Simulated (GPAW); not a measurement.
# Si2Ni (Fm-3m) in GPAW: single point with PBE+U

Aim: the single point of Si2Ni with PBE+U.

Program: GPAW 26.7.0. These are calculated values, not measurements. Logs are shortened: lines on timing, memory, paths and dates and some standing lists are left out, and cuts for length are marked. The log counts tension as positive stress, the text compression.

## (1) The structure

It takes space group Fm-3m (No. 225, cubic). Conventional cell: a = 5.406 Å, b = 5.406 Å, c = 5.406 Å, α = 90.00°, β = 90.00°, γ = 90.00°. Ni (site symmetry m-3m) has 8 Si at 2.34 Å as nearest neighbours. Around Si (site symmetry -43m) lie 4 Ni at 2.34 Å.

## (2) Single point, PBE+U, collinear spin, ferromagnetic start

run.py reads:

```python
from ase.dft.bandgap import bandgap
from ase.io import read, write
from ase.units import GPa
from gpaw import GPAW, PW

atoms = read('Si2Ni.cif')
atoms.set_initial_magnetic_moments([2.0, 0.0, 0.0])

calc = GPAW(mode=PW(500),
            xc='PBE',
            kpts={'size': (7, 7, 7), 'gamma': True},
            occupations={'name': 'fermi-dirac', 'width': 0.05},
            setups={'Ni': 'v3:d,2.0'},
            nbands=-12,
            maxiter=120,
            txt='gpaw.txt')
atoms.calc = calc
energy = atoms.get_potential_energy()
forces = atoms.get_forces()
stress = atoms.get_stress()
calc.write('gs.gpw')
write('result.traj', atoms)
print(f'Energy: {energy:.6f} eV')
print('Forces (eV/A):')
print(forces.round(4))
print('Stress (GPa):', (stress / GPa).round(3))
print('Moments:', calc.get_magnetic_moments().round(3))
print('Fermi level:', round(calc.get_fermi_level(), 4), 'eV')
print(f'Gap: {bandgap(calc)[0]:.4f} eV, direct: {bandgap(calc, direct=True)[0]:.4f} eV')
```

Si2Ni.cif reads:

```cif
data_Si2Ni
_cell_length_a 3.82261926
_cell_length_b 3.82261926
_cell_length_c 3.82261926
_cell_angle_alpha 60.00000000
_cell_angle_beta 60.00000000
_cell_angle_gamma 60.00000000
_space_group_name_H-M_alt 'P1'
_space_group_name_Hall 'P 1'
_space_group_IT_number 1
loop_
_space_group_symop_operation_xyz
'x,y,z'
loop_
_atom_site_label
_atom_site_type_symbol
_atom_site_symmetry_multiplicity
_atom_site_Wyckoff_symbol
_atom_site_fract_x
_atom_site_fract_y
_atom_site_fract_z
_atom_site_occupancy
Ni1 Ni 1 a 0.0000000000 0.0000000000 0.0000000000 1
Si1 Si 1 a 0.7500000000 0.7500000000 0.7500000000 1
Si2 Si 1 a 0.2500000000 0.2500000000 0.2500000000 1
```

Potentials or basis: GPAW PAW data sets (gpaw-data 1.2.1), newer versions, pw.

Command:

```console
OMP_NUM_THREADS=1 python run.py
```

gpaw.txt:

```text
__  _  _
 | _ |_)|_||  |
 |__||  | ||/\| - 26.7.0

Input parameters:
  mode=PW(ecut=500.0),
  kpts=MonkhorstPack(size=(7, 7, 7), gamma=True),
  maxiter=120,
  nbands=-12,
  occupations=Occupations(name='fermi-dirac', width=0.05),
  setups={'Ni': 'v3:d,2.0'},
  xc=XC(name='PBE')

Diagonalizing LCAO Hamiltonian
Converting LCAO to pw mode

                       Si

            Si
       Ni

Atoms  # Å, Bohr magnetons
|   | symbol |        x |        y |        z |    initial magnetic moments |
|---|--------|----------|----------|----------|-----------------------------|
| 0 |     Ni | 0.000000 | 0.000000 | 0.000000 | ( 0.0000,  0.0000,  2.0000) |
| 1 |     Si | 5.733929 | 3.310485 | 2.340867 | ( 0.0000,  0.0000,  0.0000) |
| 2 |     Si | 1.911310 | 1.103495 | 0.780289 | ( 0.0000,  0.0000,  0.0000) |

Unit cell  # Å
| periodic |        x |        y |        z |  lengths |    angles |
|----------|----------|----------|----------|----------|-----------|
|      yes | 3.822619 | 0.000000 | 0.000000 | 3.822619 | 60.000000 |
|      yes | 1.911310 | 3.310485 | 0.000000 | 3.822619 | 60.000000 |
|      yes | 1.911310 | 1.103495 | 3.121156 | 3.822619 | 60.000000 |

Number of symmetries: 48
Symmetry operations  # r_c * U_cc + t_c -> r_c
|    | kind |            matrix            |
|----|------|------------------------------|
|  0 |  σ   |  1, 0, 0,  1, 0,-1,  1,-1, 0 |
|  1 |  C2  |  1, 0, 0,  1,-1, 0,  1, 0,-1 |
|  2 |  E   |  1, 0, 0,  0, 1, 0,  0, 0, 1 |
|  3 |  σ   |  1, 0, 0,  0, 0, 1,  0, 1, 0 |
|  4 |  C4  |  1, 0,-1,  1, 0, 0,  1,-1, 0 |
|  5 |  S6  |  1, 0,-1,  1,-1, 0,  1, 0, 0 |
|  6 |  σ   |  1, 0,-1,  0, 1,-1,  0, 0,-1 |
|  7 |  C3  |  1, 0,-1,  0, 0,-1,  0, 1,-1 |
|  8 |  S6  |  1,-1, 0,  1, 0, 0,  1, 0,-1 |
|  9 |  C4  |  1,-1, 0,  1, 0,-1,  1, 0, 0 |
| 10 |  C3  |  1,-1, 0,  0,-1, 1,  0,-1, 0 |
| 11 |  σ   |  1,-1, 0,  0,-1, 0,  0,-1, 1 |
| 12 |  σ   |  0, 1, 0,  1, 0, 0,  0, 0, 1 |
| 13 |  C4  |  0, 1, 0,  0, 1,-1, -1, 1, 0 |
| 14 |  C3  |  0, 1, 0,  0, 0, 1,  1, 0, 0 |
| 15 |  S6  |  0, 1, 0, -1, 1, 0,  0, 1,-1 |
| 16 |  C2  |  0, 1,-1,  1, 0,-1,  0, 0,-1 |
| 17 |  σ   |  0, 1,-1,  0, 1, 0, -1, 1, 0 |
| 18 |  S4  |  0, 1,-1,  0, 0,-1,  1, 0,-1 |
| 19 |  C4  |  0, 1,-1, -1, 1, 0,  0, 1, 0 |
| 20 |  C3  |  0, 0, 1,  1, 0, 0,  0, 1, 0 |
| 21 |  σ   |  0, 0, 1,  0, 1, 0,  1, 0, 0 |
| 22 |  S6  |  0, 0, 1,  0,-1, 1, -1, 0, 1 |
| 23 |  C4  |  0, 0, 1, -1, 0, 1,  0,-1, 1 |
| 24 |  S4  |  0, 0,-1,  1, 0,-1,  0, 1,-1 |
| 25 |  C3  |  0, 0,-1,  0, 1,-1,  1, 0,-1 |
| 26 |  C2  |  0, 0,-1,  0,-1, 0, -1, 0, 0 |
| 27 |  S6  |  0, 0,-1, -1, 0, 0,  0,-1, 0 |
| 28 |  S4  |  0,-1, 1,  1,-1, 0,  0,-1, 0 |
| 29 |  C4  |  0,-1, 1,  0, 0, 1, -1, 0, 1 |
| 30 |  C2  |  0,-1, 1,  0,-1, 0,  1,-1, 0 |
| 31 |  σ   |  0,-1, 1, -1, 0, 1,  0, 0, 1 |
| 32 |  C3  |  0,-1, 0,  1,-1, 0,  0,-1, 1 |
| 33 |  S6  |  0,-1, 0,  0, 0,-1, -1, 0, 0 |
| 34 |  S4  |  0,-1, 0,  0,-1, 1,  1,-1, 0 |
| 35 |  C2  |  0,-1, 0, -1, 0, 0,  0, 0,-1 |
| 36 |  C2  | -1, 1, 0,  0, 1, 0,  0, 1,-1 |
| 37 |  S6  | -1, 1, 0,  0, 1,-1,  0, 1, 0 |
| 38 |  S4  | -1, 1, 0, -1, 0, 1, -1, 0, 0 |
| 39 |  C3  | -1, 1, 0, -1, 0, 0, -1, 0, 1 |
| 40 |  S6  | -1, 0, 1,  0, 0, 1,  0,-1, 1 |
| 41 |  C2  | -1, 0, 1,  0,-1, 1,  0, 0, 1 |
| 42 |  C3  | -1, 0, 1, -1, 1, 0, -1, 0, 0 |
| 43 |  S4  | -1, 0, 1, -1, 0, 0, -1, 1, 0 |
| 44 |  C2  | -1, 0, 0,  0, 0,-1,  0,-1, 0 |
| 45 |  i   | -1, 0, 0,  0,-1, 0,  0, 0,-1 |
| 46 |  σ   | -1, 0, 0, -1, 1, 0, -1, 0, 1 |
| 47 |  C2  | -1, 0, 0, -1, 0, 1, -1, 1, 0 |

BZ-sampling:
  Number of BZ points: 343
  Number of IBZ points: 20

  Monkhorst-Pack size: [7, 7, 7]
  Monkhorst-Pack shift: [0, 0, 0]

K-points  # in reciprocal-cell coordinates
|     |                                coordinates |     weight |
|-----|--------------------------------------------|------------|
|   0 | (  0.00000000,   0.00000000,   0.00000000) | 0.00291545 |
|   1 | (  0.14285714,   0.14285714,   0.00000000) | 0.01749271 |
|   2 | (  0.14285714,   0.14285714,   0.14285714) | 0.02332362 |
|   3 | (  0.28571429,   0.14285714,   0.14285714) | 0.03498542 |
|   4 | (  0.28571429,   0.28571429,   0.00000000) | 0.01749271 |
|   5 | (  0.28571429,   0.28571429,   0.14285714) | 0.06997085 |
|   6 | (  0.28571429,   0.28571429,   0.28571429) | 0.02332362 |
|   7 | (  0.42857143,  -0.28571429,  -0.28571429) | 0.03498542 |
|   8 | (  0.42857143,   0.28571429,  -0.42857143) | 0.13994169 |
|   9 | (  0.42857143,   0.28571429,  -0.28571429) | 0.06997085 |
| ... |                                            |            |
|  19 | (  0.42857143,   0.42857143,   0.42857143) | 0.02332362 |

Plane wave coefficients: 1013
Cutoff: 500.0 eV

Spin-components: 2 (collinear spins)
Bands:           26
Projectors:      16
Spin-degeneracy: 1
Datatype:        complex128

Parallelization:
  kpt:    1
  domain: 1
  band:   1

Density:
  Valence electrons: 26.0
  Components: 2
  Grid points: [20 20 20]
  Charge: 0.0  # |e|

Potential:
  Grid points: [20 20 20]

species:
  Ni:
    name:    Nickel
    Z:       28.0
    valence: 18
    core:    10
    charge:  0.0  # [|e|]
    Hubbard: {U: 2.0,  # eV
              l: 2,
              scale: True}
    compensation charges:
      type: gauss
      rc: 0.30  # [Å]
      lmax: 2
    cutoffs:
      filter: 1.95  # [Å]
      core: 0.75  # [Å]
    projectors
    | kind |    occ | energy [eV] | rcut [Å] |
    |------|--------|-------------|----------|
    |   3s |  2.000 |    -111.059 |    1.058 |
    |   4s |  2.000 |      -5.643 |    1.058 |
    |   3p |  6.000 |     -71.388 |    1.005 |
    |   4p |  0.000 |      -1.225 |    1.005 |
    |   3d |  8.000 |      -8.874 |    1.111 |
    |    d |        |      18.338 |    1.111 |

    Using partial waves for Ni as LCAO basis

  Si:
    name:    Silicon
    Z:       14.0
    valence: 4
    core:    10
    charge:  0.0  # [|e|]
    compensation charges:
      type: gauss
      rc: 0.33  # [Å]
      lmax: 2
    cutoffs:
      filter: 1.86  # [Å]
      core: 2.06  # [Å]
    projectors
    | kind |    occ | energy [eV] | rcut [Å] |
    |------|--------|-------------|----------|
    |   3s |  2.000 |     -10.812 |    1.058 |
    |   3p |  2.000 |      -4.081 |    1.058 |
    |    s |        |      16.399 |    1.058 |
    |    p |        |      23.130 |    1.058 |
    |    d |        |       0.000 |    1.058 |

    Using partial waves for Si as LCAO basis

Reference energy: -57148.375843  # eV

eigensolver:
  PPCG
  Converge bands: occupied
  niter=2

density mixing:
  MSR1-Mixer
  Pratt-step length: 0.05
  Maximum mixing coefficient: 0.75
  Old densities: 10
  SVD Regularization: 0.005
  Good broyden scale: 1.0
  Trust region scale: 1.0
  Backstep threshold: 4.0
  History deletion threshold: 6.0
  Fourier metric: weight=20.0, sigma=0.015

occupation numbers:
  Fermi-Dirac:
    width: 0.0500  # eV

poisson solver:
  ecut: 4000.0  # eV

xc functional:
  name: PBE with 2 nearest neighbor stencil

convergence criteria:
- Maximum [total energy] change in last 3 cyles: 0.0005 eV / valence electron
- Maximum integral of absolute [dens]ity change: 0.0001 electrons / valence electron
- Maximum integral of absolute [eigenst]ate change: 4e-08 eV^2 / valence electron
maximum number of iterations: 120

SCF iterations
|iter     | |      energy | eigst |  dens |  magmom |
|---------|-|-------------|-------|-------|---------|
|iter:   1| |  -17.441486 | +0.35 |       |  +2.0033|
|iter:   2| |  -17.253728 | -2.04 | -0.85 |  +1.9168|
|iter:   3| |  -17.419474 | -2.83 | -0.89 |  +1.2181|
|iter:   4| |  -17.720925 | -1.63 | -1.14 |  +0.3479|
|iter:   5| |  -17.658287 | -2.11 | -1.45 |  +0.2157|
|iter:   6| |  -17.677339 | -2.88 | -1.70 |  -0.0096|
|iter:   7| |  -17.680922 | -4.01 | -2.10 |  +0.0123|
|iter:   8| |  -17.681735c| -4.16 | -2.45 |  +0.0198|
|iter:   9| |  -17.681793c| -5.42 | -3.08 |  +0.0116|
|iter:  10| |  -17.681815c| -5.76 | -3.40 |  +0.0027|
|iter:  11| |  -17.681816c| -6.96 | -4.11c|  +0.0006|
|iter:  12| |  -17.681816c| -8.01c| -4.67c|  +0.0001|

Converged in 12 steps
Energy contributions relative to reference atoms: (reference = -57148.375843)

Energy contributions:
  Kinetic:          20.215809
  Coulomb:         -13.940437
  Zero:             -0.119897
  External:          0.000000
  Xc:              -23.833802
  Entropy:          -0.006979
  Spinorbit:         0.000000
  ----------------------------
  Free energy:     -17.685305
  Extrapolated:    -17.681816

dipole moment: (-22.663527, -13.084794, -9.252346)  # |e|*Ang

Total magnetic moment: (0.000000, 0.000000, 0.000091)

Local magnetic moments
|        x |        y |        z |
|----------|----------|----------|
| 0.000000 | 0.000000 | 0.000051 |  # Ni   0
| 0.000000 | 0.000000 | 0.000012 |  # Si   1
| 0.000000 | 0.000000 | 0.000012 |  # Si   2

Fermi level: 9.991
Eigenvalues  # (at kpt = [0.000, 0.000, 0.000])
| band index |      eig [eV] | occ [0-1] |      eig [eV] | occ [0-1] |
|------------|---------------|-----------|---------------|-----------|
|          0 |       -93.938 |     1.000 |       -93.938 |     1.000 |
|        ... |               |           |               |           |
|          3 |       -54.349 |     1.000 |       -54.349 |     1.000 |
|          4 |        -3.756 |     1.000 |        -3.756 |     1.000 |
|          5 |         4.790 |     1.000 |         4.790 |     1.000 |
|          6 |         4.790 |     1.000 |         4.790 |     1.000 |
|          7 |         4.790 |     1.000 |         4.790 |     1.000 |
|          8 |         6.313 |     1.000 |         6.313 |     1.000 |
[... 8 lines left out ...]
|         17 |        14.817 |     0.000 |        14.817 |     0.000 |
|         18 |        14.817 |     0.000 |        14.817 |     0.000 |
|        ... |               |           |               |           |
|         25 |        31.067 |     0.000 |        31.067 |     0.000 |

No gap
No difference between direct/indirect transitions

Forces  # eV/Ang
|        x |        y |        z |
|----------|----------|----------|
|  0.00000 | -0.00000 | -0.00000 |  # Ni   0
|  0.00000 |  0.00000 |  0.00000 |  # Si   1
| -0.00000 | -0.00000 |  0.00000 |  # Si   2

Stress tensor  # eV/Ang^3
|         x |         y |         z |
|-----------|-----------|-----------|
| -0.011217 |  0.000000 |  0.000000 |
|  0.000000 | -0.011217 | -0.000000 |
|  0.000000 |  0.000000 | -0.011217 |

# Writing to gs.gpw (mode='')
```

It took 18 s on 1 thread of Intel Xeon Platinum 8488C (Sapphire Rapids), shared host; peak memory 0.17 GiB.

Results:

```yaml
Free_energy: -17.6853 eV
Pressure: 1.8 GPa
Band_gap_on_the_k_mesh: none (metal or under the smearing width)
Net_moment: 0.00 μB per cell
```

Caveat: the cutoff is short for stress and forces, so pressures can be off by a GPa or more; the starting moments collapsed, and a magnetic state may lie lower; the U is typed as a test and isn't derived for this compound. The state reached can hang on the start; a lower one may exist.
